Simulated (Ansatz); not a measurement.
A run of Ansatz 0.2.0 is set up as follows.

Contents of input:

```
crystal:
  lattice:
    - [3.17, 0.0, 0.0]
    - [-1.585, 2.74530053, 0.0]
    - [0.0, 0.0, 3.533]
  atoms:
    - { symbol: Zr, position: [0.0, 0.0, 0.0] }
    - { symbol: B, position: [0.6666666667, 0.3333333333, 0.5] }
    - { symbol: B, position: [0.3333333333, 0.6666666667, 0.5] }
hamiltonian:
  xc: pbe0
  pseudopotentials: { kind: paw }
kpoints:
  mp_grid: { grid: [6, 6, 6] }
scf:
  occupations: { method: fermi_dirac, width: 0.05 }
output:
  forces: true
  stress: true
  eigenvalues: true
```

(1) Predict the band gap on the k mesh.

(2) Predict the pressure.

## Answers

(1) none (metal or under the smearing width).

(2) -2.2 GPa.

Caveat: the k mesh is coarse (spacing up to 0.38 Å⁻¹), so the values aren't converged, least of all with exact exchange; the PAW data sets come from PBE, with cores solved anew for the run's functional, which leaves a small shift of forces and pressure; the thresholds are loose for stress.
